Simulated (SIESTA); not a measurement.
The system is GaP.

```
CELL_PARAMETERS angstrom
0.00000 2.72525 2.72525
2.72525 0.00000 2.72525
2.72525 2.72525 0.00000
ATOMIC_POSITIONS crystal
Ga 0.00000 0.00000 0.00000
P 0.75000 0.75000 0.75000
```

Program: SIESTA 5.4.2. Alike in all runs: task band structure; no spin polarisation; cell as given; k mesh 8 × 8 × 8; smearing fermi-dirac 0.05 eV; grid cutoff 800 Ry.

Q: Order these runs on this cell by their pressure, lowest first.
A. level PBE; potentials or basis PseudoDojo 0.4 standard (PBE files), DZP (energy shift 0.003 Ry; two zetas on semicore shells); energy shift 0.003 Ry
B. level PBE; potentials or basis PseudoDojo 0.4 standard (PBE files), SZ (energy shift 0.01 Ry); energy shift 0.01 Ry
C. level BLYP; potentials or basis PseudoDojo 0.4 standard (PBE files), DZP (energy shift 0.003 Ry; two zetas on semicore shells); energy shift 0.003 Ry

A: A (3.1 GPa), C (6.8 GPa), B (9.5 GPa).

Caveats: the basis of atomic orbitals isn't converged, which shifts pressures, moduli and gaps; the basis has no polarisation orbitals (some runs); the potentials were made for another functional, which shifts forces and pressure (some runs).
